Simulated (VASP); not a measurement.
Wanted: the native input for a VASP 6.6.1 run.

```
Task                   : single point
Functional             : r2SCAN
Dispersion             : D3(BJ)
Potentials or basis    : VASP PAW PBE potentials, release 64 (O, H, C)
Cutoff                 : 520 eV
k mesh                 : 1 × 1 × 1
Occupations            : fermi-dirac, width 0.05 eV
Spin                   : no spin polarisation
Dipole correction      : no
Further INCAR settings : LREAL = Auto; ALGO = Normal; EDIFF = 1e-06; NBANDS = 47
```

The system is H14CO7.

```
O H C
1.0
     6.22308    0.00000    0.00000
     0.00000    6.22308    0.00000
     0.00000    0.00000    6.22308
O H C
7 14 1
Cartesian
  5.8975 5.2403 1.5137
  -0.1211 0.6282 4.7175
  3.3407 2.3328 4.8404
  5.3760 2.9771 3.0998
  4.2222 1.1450 1.2815
  2.7201 4.9524 2.7814
  1.5314 4.2417 5.8526
  5.5206 4.5221 2.0694
  6.2796 4.6883 0.7973
  -0.3029 -0.0561 4.0753
  -0.1137 1.4144 4.1366
  2.5436 2.7294 5.2109
  3.7550 1.7982 5.5519
  4.7472 2.9317 3.8377
  5.0143 2.3552 2.4269
  3.5296 0.7392 1.8244
  4.8469 0.3831 1.1951
  1.7494 4.8197 2.8156
  3.0472 4.1258 3.1521
  1.9003 6.2093 6.0266
  3.3428 5.1136 5.5928
  2.3016 5.1963 5.8433
```

The cell was built by a generator and needn't be a form met in nature.

The input as run:

POSCAR

```
H14CO7
1.0
    6.2230840000      0.0000000000      0.0000000000
    0.0000000000      6.2230840000      0.0000000000
    0.0000000000      0.0000000000      6.2230840000
O H C
7 14 1
Direct
    0.9476812461      0.8420744441      0.2432395256
   -0.0194598048      0.1009467332      0.7580646509
    0.5368238642      0.3748623673      0.7778137014
    0.8638803526      0.4783962421      0.4981131542
    0.6784738885      0.1839923742      0.2059268363
    0.4370983904      0.7958112087      0.4469488119
    0.2460837745      0.6816073831      0.9404661740
    0.8871164201      0.7266654283      0.3325360866
    1.0090816708      0.7533724436      0.1281197554
   -0.0486736158     -0.0090148229      0.6548682293
   -0.0182706838      0.2272828070      0.6647186508
    0.4087362472      0.4385928263      0.8373500984
    0.6033985722      0.2889564081      0.8921460806
    0.7628372042      0.4711008240      0.6166878030
    0.8057580454      0.3784618687      0.3899834873
    0.5671785886      0.1187835485      0.2931665393
    0.7788581996      0.0615611166      0.1920430449
    0.2811146371      0.7744873764      0.4524444793
    0.4896607534      0.6629831768      0.5065173473
    0.3053630644      0.9977850211      0.9684265872
    0.5371613174      0.8217147639      0.8987183846
    0.3698487759      0.8350039948      0.9389717381
```

INCAR.step1

```
  PREC = Accurate
  ENCUT = 520
  ISMEAR = -1
  SIGMA = 0.05
  LREAL = Auto
  LASPH = T
  NELM = 100
  NBANDS = 47
  GGA = PE
  ALGO = Normal
  EDIFF = 1E-4
  LWAVE = T
  LCHARG = F
```

INCAR.step2

```
  PREC = Accurate
  ENCUT = 520
  EDIFF = 1E-6
  ISMEAR = -1
  SIGMA = 0.05
  LREAL = Auto
  LASPH = T
  NELM = 100
  ALGO = Normal
  ISIF = 2
  LWAVE = F
  LCHARG = F
  METAGGA = R2SCAN
  LMIXTAU = T
  IVDW = 12
  VDW_S6 = 1.0
  VDW_S8 = 0.78981345
  VDW_A1 = 0.49484001
  VDW_A2 = 5.73083694
  NBANDS = 47
  ISTART = 1
```

KPOINTS

```
Automatic mesh
0
Gamma
  1 1 1
```

Potentials or basis: VASP PAW PBE potentials, release 64 (O, H, C).

Command:

```sh
$ cat potpaw_PBE.64/O/POTCAR potpaw_PBE.64/H/POTCAR potpaw_PBE.64/C/POTCAR > POTCAR
$ cp INCAR.step1 INCAR
$ mpirun -np 1 vasp_gam > vasp.out
$ cp INCAR.step2 INCAR
$ mpirun -np 1 vasp_gam > vasp.out
```

It gave:

* Pressure: -1.1 GPa
* Largest force: 1.636 eV/Å
* Band gap on the k mesh: 4.46 eV, direct
* Dispersion energy per atom: -0.017 eV

Caveat: the standard files for N, O and F lose accuracy on very short bonds; the PAW data sets were made with another functional, which shifts forces and pressure a little.

Wall time 72 s on 1 thread of Intel(R) Xeon(R) 6975P-C (Granite Rapids) (shared host), peak memory 0.31 GiB.
